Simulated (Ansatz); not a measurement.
The system is V.

```xyz
1
Lattice="-1.5144 1.5144 1.5144 1.5144 -1.5144 1.5144 1.5144 1.5144 -1.5144" Properties=species:S:1:pos:R:3 pbc="T T T"
V     0.0000    0.0000    0.0000
```

Base run:

- Program: Ansatz 0.2.0
- Functional: revPBE
- Potentials or basis: all-electron LAPW, scalar-relativistic
- Cutoff: 258 eV
- Density cutoff: 1031 eV
- Basis error allowed: 0.001 eV/atom
- k mesh: 12 × 12 × 12
- Occupations: fermi-dirac, width 0.05 eV
- Spin: collinear spin, ferromagnetic start
- Starting moments: [2.0] μB

Its results: pressure -2.4 GPa; net moment 0.00 μB per cell.

Question: After a change of settings the same cell gave: pressure -0.7 GPa; net moment 0.00 μB per cell. Which change was it?
A. functional from revPBE to PBEsol; potentials or basis from all-electron LAPW, scalar-relativistic to all-electron PAW datasets made for the crystal
B. functional from revPBE to PBEsol; potentials or basis from all-electron LAPW, scalar-relativistic to all-electron LAPW, inner shells corrected to Dirac's equation
C. functional from revPBE to PBEsol; potentials or basis from all-electron LAPW, scalar-relativistic to all-electron LAPW, non-relativistic
D. functional from revPBE to BLYP

Answer: D.

Not every run made on this cell is shown here.
